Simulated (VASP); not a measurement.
# MgO: forms and solvers of the BSE on one G0W0 step

MgO, Fm-3m (no. 225), 2 atoms in the cell. PBE, G0W0 and BSE; PAW potentials Mg_GW, O_GW (PBE set).

GW step before the BSE: G0W0.

## Input

INCAR.step1:
```
SYSTEM = MgO
EDIFF = 1E-8
ENCUT = 420
ISMEAR = 0
KPAR = 4
LASPH = .True.
LCHARG = .False.
LWAVE = .True.
PREC = Accurate
SIGMA = 0.02
```

INCAR.step2, as INCAR.step1 but for:
```
- EDIFF = 1E-8
+ ALGO = Exact
+ EDIFF = 1E-7
+ ISTART = 1
+ LOPTICS = .True.
+ NBANDS = 64
+ NEDOS = 2000
+ NELM = 1
```

INCAR.step3:
```
SYSTEM = MgO
ALGO = EVGW0
ENCUT = 420
ENCUTGW = 120
ISMEAR = 0
ISTART = 1
KPAR = 4
LASPH = .True.
LCHARG = .False.
LWAVE = .True.
NBANDS = 64
NBANDSGW = 20
NELMGW = 1
NOMEGA = 48
PREC = Accurate
PRECFOCK = Fast
SIGMA = 0.02
```

INCAR.step4:
```
SYSTEM = MgO
ALGO = BSE
ANTIRES = 0
CSHIFT = 0.15
ENCUT = 420
ENCUTGW = 120
IBSE = 2
ISMEAR = 0
ISTART = 1
KPAR = 4
LASPH = .True.
LCHARG = .False.
LWAVE = .False.
NBANDS = 64
NBANDSO = 4
NBANDSV = 4
NBSEEIG = 4
NOMEGA = 1000
OMEGAMAX = 25
PREC = Accurate
PRECFOCK = Fast
SIGMA = 0.02
```

INCAR.step5, as INCAR.step4 but for:
```
- ANTIRES = 0
+ ANTIRES = 1
```

INCAR.step6 changes the same tag again: ANTIRES = 2.

INCAR.step7, as INCAR.step6 but for:
```
- ANTIRES = 2
+ ANTIRES = 0
+ LADDER = .False.
+ LHARTREE = .False.
```

INCAR.step8, as INCAR.step7 but for:
```
- ANTIRES = 0
- LHARTREE = .False.
+ ANTIRES = 2
```

INCAR.step9, as INCAR.step8 but for:
```
- ANTIRES = 2
- LADDER = .False.
+ ANTIRES = 0
+ LTRIPLET = .True.
```

INCAR.step10, as INCAR.step9 but for:
```
- IBSE = 2
- LTRIPLET = .True.
+ BSEPREC = High
+ IBSE = 3
```

INCAR.step11, as INCAR.step10 but for:
```
- BSEPREC = High
- IBSE = 3
+ IBSE = 1
```

INCAR.step12, as INCAR.step11 but for:
```
- IBSE = 1
+ IBSE = 2
+ SCISSOR = 0.3
```

INCAR.step13, as INCAR.step12 but for:
```
- NBANDSO = 4
- NBANDSV = 4
- SCISSOR = 0.3
+ NBANDSO = 1
+ NBANDSV = 1
```

INCAR.step14, as INCAR.step13 but for:
```
- NBANDSO = 1
- NBANDSV = 1
+ NBANDSO = 4
+ NBANDSV = 4
+ NBSEBLOCKO = 2
+ NBSEBLOCKV = 2
```

INCAR.step15, as INCAR.step14 but for:
```
- IBSE = 2
- KPAR = 4
- NBSEBLOCKO = 2
- NBSEBLOCKV = 2
- NBSEEIG = 4
+ BSEHOLE = 0.04 0.03 0.02
+ IBSE = 0
+ NBSEEIG = 3
```

INCAR.step16, as INCAR.step15 but for:
```
- BSEHOLE = 0.04 0.03 0.02
+ BSEELECTRON = 0.04 0.03 0.02
```

KPOINTS:
```
k-points
0
Gamma
  5 5 5
```

POSCAR:
```
MgO
1.0
    0.0000000000      2.0970013927      2.0970013927
    2.0970013927      0.0000000000      2.0970013927
    2.0970013927      2.0970013927      0.0000000000
Mg O
1 1
Direct
    0.0000000000      0.0000000000      0.0000000000
    0.5000000000      0.5000000000      0.5000000000
```

Commands (each step's output is kept before the next begins):
```
cat potpaw_PBE.64/Mg_GW/POTCAR potpaw_PBE.64/O_GW/POTCAR > POTCAR
cp INCAR.step1 INCAR
mpirun -np 4 vasp_std > vasp.out
cp INCAR.step2 INCAR
mpirun -np 4 vasp_std > vasp.out
cp INCAR.step3 INCAR
mpirun -np 4 vasp_std > vasp.out
cp INCAR.step4 INCAR
mpirun -np 4 vasp_std > vasp.out
cp INCAR.step5 INCAR
mpirun -np 4 vasp_std > vasp.out
cp INCAR.step6 INCAR
mpirun -np 4 vasp_std > vasp.out
cp INCAR.step7 INCAR
mpirun -np 4 vasp_std > vasp.out
cp INCAR.step8 INCAR
mpirun -np 4 vasp_std > vasp.out
cp INCAR.step9 INCAR
mpirun -np 4 vasp_std > vasp.out
cp INCAR.step10 INCAR
mpirun -np 4 vasp_std > vasp.out
cp INCAR.step11 INCAR
mpirun -np 4 vasp_std > vasp.out
cp INCAR.step12 INCAR
mpirun -np 4 vasp_std > vasp.out
cp INCAR.step13 INCAR
mpirun -np 4 vasp_std > vasp.out
cp INCAR.step14 INCAR
mpirun -np 4 vasp_std > vasp.out
cp INCAR.step15 INCAR
mpirun -np 1 vasp_std > vasp.out
cp INCAR.step16 INCAR
mpirun -np 1 vasp_std > vasp.out
rm WFULL*.tmp
cp INCAR.step4 INCAR
mpirun -np 4 vasp_std > vasp.out
```

## Result

- Direct quasiparticle gap on the mesh (eV): 7.32
- Direct Kohn-Sham gap on the mesh (eV): 4.84

One ground state, settings moved in the last step alone:

| Settings | ε at zero frequency | First excitation (eV) | First bright (eV) | Time (s) |
|---|---|---|---|---|
| BSE, Tamm-Dancoff | 3.06 | 6.236 | 6.236 | 6 |
| BSE, ANTIRES 1 | 3.04 | 6.249 | 6.249 | 9 |
| BSE, ANTIRES 2 | 3.04 | 6.236 | 6.236 | 12 |
| independent quasiparticles | 2.61 | 7.318 | 7.318 | 3 |
| RPA on quasiparticles, ANTIRES 2 | 2.53 | 7.328 | 7.328 | 7 |
| triplet | – | 6.201 | – | 4 |
| Lanczos (IBSE 3) | 3.06 | – | – | 6 |
| time evolution (IBSE 1) | 3.04 | – | – | 11 |
| scissor of 0.3 eV on top | 3.00 | 6.536 | 6.536 | 6 |
| one valence and one conduction band | 1.73 | 6.265 | 6.265 | 2 |
| matrix set up in blocks of bands | 3.06 | 6.236 | 6.236 | 23 |
| old driver (IBSE 0) with the exciton's density | 3.06 | 6.236 | 6.236 | 15 |
| electron held instead of the hole | 3.06 | 6.236 | 6.236 | 14 |
| diagonal screening alone | 3.08 | 6.210 | 6.210 | 7 |

Make-up of the lowest excitation, one of several of nearly equal energy, so its shares depend on the choice among them:

| k point | From band | To band | Share |
|---|---|---|---|
| 0.000 0.000 0.000 | 2 | 5 | 0.98 |
| -0.200 0.000 0.000 | 3 | 5 | 0.00 |
| 0.200 0.000 0.000 | 3 | 5 | 0.00 |
| 0.000 0.000 0.200 | 3 | 5 | 0.00 |
| 0.000 0.000 -0.200 | 3 | 5 | 0.00 |
| 0.000 -0.200 0.000 | 3 | 5 | 0.00 |

Limits: The 5×5×5 mesh is coarse for a spectrum: peaks stand apart that a denser mesh merges; bands, mesh and cutoff of the G0W0 step are small, so absolute energies aren't converged; the pairs hold 4 valence and 4 conduction bands, and what lies beyond is missing from ε.

VASP 6.6.1 took 146 s on 4 cores (Intel Xeon Platinum 8488C (Sapphire Rapids)), a shared host.
